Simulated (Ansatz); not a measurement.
**Compressing TiCo$_{3}$**

All numbers below come from DFT PBEsol, scalar-relativistic, plane waves, PAW in Ansatz. Settings: 420 eV cutoff, 12×12×12 k-mesh, Gaussian smearing of 0.10 eV, collinear spin.

Reference structure (relaxed):

```xyz
4
Lattice="3.5282 0.0000 0.0000 0.0000 3.5282 0.0000 0.0000 0.0000 3.5282" Properties=species:S:1:pos:R:3 pbc="T T T"
Ti    0.0000    0.0000    0.0000
Co    0.0000    1.7641    1.7641
Co    1.7641    0.0000    1.7641
Co    1.7641    1.7641    0.0000
```

Cell and atoms are relaxed at each pressure within the symmetry of the start, at zero temperature, so transitions that lower the symmetry aren't seen. The k-mesh given is that at zero pressure and may differ at others. a, b and c are the lengths of the cell vectors above.

Starting moments were lost in some runs.

```csv
P (GPa),V (Å³/atom),V/V0,a (Å),b (Å),c (Å)
-2,11.08,1.009,3.539,3.539,3.539
0,10.98,1.000,3.528,3.528,3.528
2,10.89,0.992,3.518,3.518,3.518
5,10.76,0.980,3.504,3.504,3.504
10,10.56,0.962,3.483,3.483,3.483
20,10.21,0.930,3.444,3.444,3.444
40,9.67,0.880,3.382,3.382,3.382
```

(1) What bulk modulus and pressure derivative fit these points?

Answers

(1) A third-order Birch–Murnaghan fit gives B0 = 235 GPa and B0' = 4.6.